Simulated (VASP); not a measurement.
# Pt in VASP: further runs, part 2 of 3

VASP 6.6.1. The steps go on from the part before.

### 3 Relaxation of the atoms, PBE

INCAR

```
ALGO     = Normal         # electronic algorithm
DIPOL    = 0.5 0.5 0.500
EDIFF    = 1E-6           # SCF threshold, eV
EDIFFG   = -0.02          # ionic threshold
ENCUT    = 520            # plane-wave cutoff, eV
GGA      = PE             # functional
IBRION   = 2              # ionic algorithm
IDIPOL   = 3            
ISIF     = 2              # what is computed and relaxed
ISMEAR   = 1              # smearing method
KPAR     = 2            
LASPH    = True           # aspherical terms in the spheres
LCHARG   = False          # write CHGCAR
LDIPOL   = True         
LREAL    = False          # projectors in reciprocal space
LWAVE    = False          # write WAVECAR
NELM     = 80             # most SCF steps
NSW      = 80             # ionic steps
PREC     = Accurate       # precision mode
SIGMA    = 0.1            # smearing width, eV
```

KPOINTS

```
k-points
0
Gamma
  15 15 1
```

POSCAR

```
Pt
1.0
    2.8050756300      0.0000000000      0.0000000000
   -1.4025378200      2.4292667600      0.0000000000
    0.0000000000      0.0000000000     26.4516733100
Pt
6
Direct
    0.6666666700      0.3333333300      0.2835359400
    0.3333333300      0.6666666700      0.3701215600
    0.0000000000      0.0000000000      0.4567071900
    0.6666666700      0.3333333300      0.5432928100
    0.3333333300      0.6666666700      0.6298784400
    0.0000000000      0.0000000000      0.7164640600
```

Potentials or basis: VASP PAW PBE potentials, release 64 (Pt).

The run is started by

```
cat potpaw_PBE.64/Pt/POTCAR > POTCAR
mpirun -np 2 vasp_std > vasp.out
```

OUTCAR:

```text
EDIFF = 1E-6
   EDIFFG = -0.02
   ENCUT = 520
   GGA = PE
   IBRION = 2
   ISIF = 2
   ISMEAR = 1
   LASPH = True
   LREAL = False
   NELM = 80
   NSW = 80
   PREC = Accurate

 ion  position               nearest neighbor table
   1  0.667  0.333  0.284-   2 2.81   2 2.81   2 2.81
   2  0.333  0.667  0.370-   1 2.81   1 2.81   1 2.81   3 2.81   3 2.81   3 2.81
   3  0.000  0.000  0.457-   4 2.81   4 2.81   4 2.81   2 2.81   2 2.81   2 2.81
   4  0.667  0.333  0.543-   3 2.81   3 2.81   3 2.81   5 2.81   5 2.81   5 2.81
   5  0.333  0.667  0.630-   6 2.81   6 2.81   6 2.81   4 2.81   4 2.81   4 2.81
   6  0.000  0.000  0.716-   5 2.81   5 2.81   5 2.81

  LATTYP: Found a hexagonal cell.
 ALAT       =     2.8050756300
 C/A-ratio  =     9.4299323081

  Lattice vectors:

 A1 = (   2.8050756300,   0.0000000000,   0.0000000000)
 A2 = (  -1.4025378200,   2.4292667600,   0.0000000000)
 A3 = (   0.0000000000,   0.0000000000,  26.4516733100)

Analysis of symmetry for initial positions (statically):
=====================================================================
 Subroutine PRICEL returns:
 Original cell was already a primitive cell.

 Routine SETGRP: Setting up the symmetry group for a
 hexagonal supercell.

 Subroutine GETGRP returns: Found 12 space group operations
 (whereof  6 operations were pure point group operations)
[... 187 lines left out ...]
  external PRESSURE =     -25.2860373 kB  Pullay stress =       0.0000000 kB
[... 107 lines left out ...]
--------------------------------------- Ionic step        4  -------------------------------------------

 number of electron      59.9999997 magnetization

 dipolmoment           0.000000      0.000000      0.000000 electrons x Angstroem

 Free energy of the ion-electron system (eV)
  ---------------------------------------------------
  ext. energy  EPLUGINS =         0.00000000
  ---------------------------------------------------
  free energy    TOTEN  =       -35.34277708 eV

  energy without entropy =      -35.34733081  energy(sigma->0) =      -35.34429499

 E-fermi :   2.7122     XC(G=0):  -7.5864

 val. band max:        2.6969419763   @ k =   0.4667   0.0667   0.0000
 cond. band min:       2.7158731941   @ k =   0.4667   0.0667   0.0000
 fundamental gap:      0.0189312179
 Fermi energy:         2.7122028998

 k-point     1 :       0.0000    0.0000    0.0000
  band No.  band energies     occupation
      1      -6.8792      2.00000
      2      -6.1020      2.00000
      3      -5.1812      2.00000
      4      -4.4679      2.00000
      5      -4.0619      2.00000
      6      -4.0212      2.00000
[... 925 lines left out ...]
     35       7.4163      0.00000
     36       7.7971      0.00000

 [... further k-points ...]

------------------------ aborting loop because EDIFF is reached ----------------------------------------

 vacuum level on the upper side and lower side of the slab       (xc-potential included)        -0.148        -0.148

  FORCE on cell =-STRESS in cart. coord.  units (eV):
  Direction    XX          YY          ZZ          XY          YZ          ZX
  --------------------------------------------------------------------------------------
  -------------------------------------------------------------------------------------
  Total       -4.5307448     -4.5307448     -0.1688727      0.0000000      0.0000000     -0.0000000
  in kB      -40.2723758    -40.2723760     -1.5010567      0.0000001      0.0000000     -0.0000000
  external PRESSURE =     -27.3486028 kB  Pullay stress =       0.0000000 kB
[... 21 lines left out ...]
  FREE ENERGIE OF THE ION-ELECTRON SYSTEM (eV)
  ---------------------------------------------------
  free  energy   TOTEN  =       -35.3427770824 eV

  energy  without entropy=      -35.3473308139  energy(sigma->0) =      -35.34429499

 reached required accuracy - stopping structural energy minimisation

 vacuum level on the upper side and lower side of the slab         8.308         8.308
```

OSZICAR:

```text
N       E                     dE             d eps       ncg     rms          rms(c)
DAV:   1     0.405956156192E+03    0.40596E+03   -0.28756E+04  1944   0.149E+03
DAV:   2    -0.148117937871E+02   -0.42077E+03   -0.40149E+03  2316   0.305E+02
DAV:   3    -0.365008913393E+02   -0.21689E+02   -0.19609E+02  2452   0.600E+01
[... 53 lines left out ...]
DAV:   4    -0.353428305293E+02    0.11532E-03   -0.57883E-04  2156   0.143E-01    0.115E-01
DAV:   5    -0.353427850400E+02    0.45489E-04   -0.19486E-04  2188   0.822E-02    0.546E-02
DAV:   6    -0.353427837061E+02    0.13338E-05   -0.40892E-05  2196   0.303E-02    0.278E-02
DAV:   7    -0.353427773806E+02    0.63256E-05   -0.27227E-05  2204   0.314E-02    0.837E-03
DAV:   8    -0.353427770824E+02    0.29818E-06   -0.34289E-06  1124   0.102E-02
   4 F= -.35342777E+02 E0= -.35344295E+02  d E =-.571646E-03
```

CONTCAR:

```text
Pt
   1.00000000000000
     2.8050756300000002    0.0000000000000000    0.0000000000000000
    -1.4025378200000000    2.4292667600000000    0.0000000000000000
     0.0000000000000000    0.0000000000000000   26.4516733100000003
  Pt
     6
Direct
     0.6666666699999979    0.3333333300000021    0.2830612597229376
     0.3333333300000021    0.6666666699999979    0.3707079463659277
     1.0000000000000000    0.0000000000000000    0.4569765488296441
     0.6666666699999979    0.3333333300000021    0.5430234511703559
     0.3333333300000021    0.6666666699999979    0.6292920536340723
     0.0000000000000000    1.0000000000000000    0.7169387402770625

  0.00000000E+00  0.00000000E+00  0.00000000E+00
  0.00000000E+00  0.00000000E+00  0.00000000E+00
  0.00000000E+00  0.00000000E+00  0.00000000E+00
  0.00000000E+00  0.00000000E+00  0.00000000E+00
  0.00000000E+00  0.00000000E+00  0.00000000E+00
  0.00000000E+00  0.00000000E+00  0.00000000E+00
```

It took 4.2 min on 2 MPI ranks of Intel Xeon Platinum 8488C (Sapphire Rapids), shared host; peak memory 0.4 GiB.

Results:

```
Free energy                  : -35.3428 eV
Energy gained by relaxing    : 1.0 meV/atom
Ionic steps                  : 4
Largest force after relaxing : 0.005 eV/Å
Band gap on the k mesh       : none (metal or under the smearing width)
```

Forces in eV/Å, atoms in the order of the input:
```
Pt   0.000  0.000  0.004
Pt   0.000  0.000  0.005
Pt   0.000  0.000  0.005
Pt   0.000  0.000 -0.005
Pt   0.000  0.000 -0.005
Pt   0.000  0.000 -0.004
```

Step by step:
```tsv
step	energy change (eV)	largest force (eV/Å)	pressure (GPa)
1	0.0000	0.2252	-2.53
2	-0.0049	0.0802	-2.67
3	-0.0052	0.1002	-2.71
4	-0.0058	0.0054	-2.73
```

Final structure:
```
Pt
1.0
     2.80508    0.00000    0.00000
    -1.40254    2.42927    0.00000
     0.00000    0.00000   26.45167
Pt
6
Direct
  0.66667 0.33333 0.28306
  0.33333 0.66667 0.37071
  0.00000 0.00000 0.45698
  0.66667 0.33333 0.54302
  0.33333 0.66667 0.62929
  0.00000 0.00000 0.71694
```

Levels at points of the mesh, in eV from the Fermi level:
| k point | band 25 | band 26 | band 27 | band 28 | band 29 | band 30 | band 31 | band 32 | band 33 | band 34 |
| --- | --- | --- | --- | --- | --- | --- | --- | --- | --- | --- |
| (0.00, 0.00, 0.00) | -1.59 | -1.49 | -1.49 | -1.17 | -1.17 | -0.69 | -0.69 | -0.21 | -0.21 | 0.02 |

[end of part 2 of 3]
